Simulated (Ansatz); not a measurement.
# BN: the cost of one run

Computed with Ansatz 0.2.0 (DFT PBE, scalar-relativistic, plane waves, PAW, unless a step's input says otherwise).

## 1. Starting point

The structure is cubic, space group Pm-3n (No. 223). The conventional cell has a = 4.186 Å, b = 4.186 Å, c = 4.186 Å, α = 90.00°, β = 90.00°, γ = 90.00°. B (site symmetry -4m2) is surrounded by 4 N at 1.48 Å. Around N (site symmetry -4m2) lie 4 B at 1.48 Å.

As a file:

```xyz
12
Lattice="4.1861 0.0000 0.0000 0.0000 4.1861 0.0000 0.0000 0.0000 4.1861" Properties=species:S:1:pos:R:3 pbc="T T T"
B     2.0930    0.0000    3.1396
B     3.1396    2.0930    0.0000
B     0.0000    3.1396    2.0930
B     2.0930    0.0000    1.0465
B     1.0465    2.0930    0.0000
B     0.0000    1.0465    2.0930
N     0.0000    2.0930    3.1396
N     3.1396    0.0000    2.0930
N     2.0930    3.1396    0.0000
N     0.0000    2.0930    1.0465
N     1.0465    0.0000    2.0930
N     2.0930    1.0465    0.0000
```

Recipe of the guess: 4-connected net, two elements alternating (Pm-3n, No. 223). The dimensions are guesses.

## 2. The guess as it stands, on a coarse mesh

Input file input.yaml:

```yaml
crystal:
  lattice:
    - [4.18607214, 0.0, 0.0]
    - [0.0, 4.18607214, 0.0]
    - [0.0, 0.0, 4.18607214]
  atoms:
    - { symbol: B, position: [0.5, 0.0, 0.75] }
    - { symbol: B, position: [0.75, 0.5, 0.0] }
    - { symbol: B, position: [0.0, 0.75, 0.5] }
    - { symbol: B, position: [0.5, 0.0, 0.25] }
    - { symbol: B, position: [0.25, 0.5, 0.0] }
    - { symbol: B, position: [0.0, 0.25, 0.5] }
    - { symbol: "N", position: [0.0, 0.5, 0.75] }
    - { symbol: "N", position: [0.75, 0.0, 0.5] }
    - { symbol: "N", position: [0.5, 0.75, 0.0] }
    - { symbol: "N", position: [0.0, 0.5, 0.25] }
    - { symbol: "N", position: [0.25, 0.0, 0.5] }
    - { symbol: "N", position: [0.5, 0.25, 0.0] }
basis:
  ecutwfc: 420
kpoints:
  mp_grid: { grid: [4, 4, 4] }
hamiltonian:
  xc: pbe
scf:
  occupations: { method: gaussian, width: 0.1 }
  lower_state_search: "off"
output:
  forces: true
  stress: true
  eigenvalues: true
```

Run with:

```bash
$ ansatz run input.yaml --threads 1 --pin off --max-ram 2560MiB --backend cpu --events-out ev --progress --plain --runs-dir out
```

**Question.** How long does this run take on 1 thread of Arm Neoverse V1, shared host, and how much memory does it need?

About 2 s, with a peak of 0.31 GiB.
